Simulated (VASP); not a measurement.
A run of VASP 6.6.1 is set up as follows.

Contents of INCAR:

```
  ALGO = Normal
  EDIFF = 1E-6
  ENCUT = 520
  GGA = PE
  GGA_COMPAT = False
  ISIF = 2
  ISMEAR = -1
  LASPH = True
  LCHARG = False
  LORBIT = 11
  LREAL = False
  LSORBIT = True
  LWAVE = False
  MAGMOM = 0 0 0 0 0 0
  NBANDS = 32
  NELM = 60
  PREC = Accurate
  SIGMA = 0.05
```

KPOINTS

```
k-points
0
Gamma
  10 10 10
```

The input POSCAR:

```
TePb
1.0
    0.0000000000      3.2310000000      3.2310000000
    3.2310000000      0.0000000000      3.2310000000
    3.2310000000      3.2310000000      0.0000000000
Pb Te
1 1
Direct
    0.0000000000      0.0000000000      0.0000000000
    0.5000000000      0.5000000000      0.5000000000
```

The input KPOINTS_OPT:

```
explicit points
29
Reciprocal
 0.5000000000  0.5000000000  0.5000000000 1
 0.4913400000  0.4913400000  0.4913400000 1
 0.4826790000  0.4826790000  0.4826790000 1
 0.4740190000  0.4740190000  0.4740190000 1
 0.4653590000  0.4653590000  0.4653590000 1
 0.4566990000  0.4566990000  0.4566990000 1
 0.4480380000  0.4480380000  0.4480380000 1
 0.4964640000  0.5035360000  0.5000000000 1
 0.4929290000  0.5070710000  0.5000000000 1
 0.4893930000  0.5106070000  0.5000000000 1
 0.4858580000  0.5141420000  0.5000000000 1
 0.4823220000  0.5176780000  0.5000000000 1
 0.4787870000  0.5212130000  0.5000000000 1
 0.1000000000  0.1000000000  0.2000000000 1
 0.1125000000  0.1125000000  0.2250000000 1
 0.1250000000  0.1250000000  0.2500000000 1
 0.1375000000  0.1375000000  0.2750000000 1
 0.1500000000  0.1500000000  0.3000000000 1
 0.1625000000  0.1625000000  0.3250000000 1
 0.1750000000  0.1750000000  0.3500000000 1
 0.1875000000  0.1875000000  0.3750000000 1
 0.2000000000  0.2000000000  0.4000000000 1
 0.2125000000  0.2125000000  0.4250000000 1
 0.2250000000  0.2250000000  0.4500000000 1
 0.2375000000  0.2375000000  0.4750000000 1
 0.2500000000  0.2500000000  0.5000000000 1
 0.2625000000  0.2625000000  0.5250000000 1
 0.2750000000  0.2750000000  0.5500000000 1
 0.0000000000  0.0000000000  0.0000000000 1
```

Potentials or basis: VASP PAW PBE potentials, release 64 (Pb_d, Te).

Launch:

```console
$ cat potpaw_PBE.64/Pb_d/POTCAR potpaw_PBE.64/Te/POTCAR > POTCAR
$ mpirun -np 1 vasp_ncl > vasp.out
```

(1) Estimate the net moment.

(2) Predict the pressure.

Results:

(1) 0.00 μB per cell.

(2) 2.0 GPa.
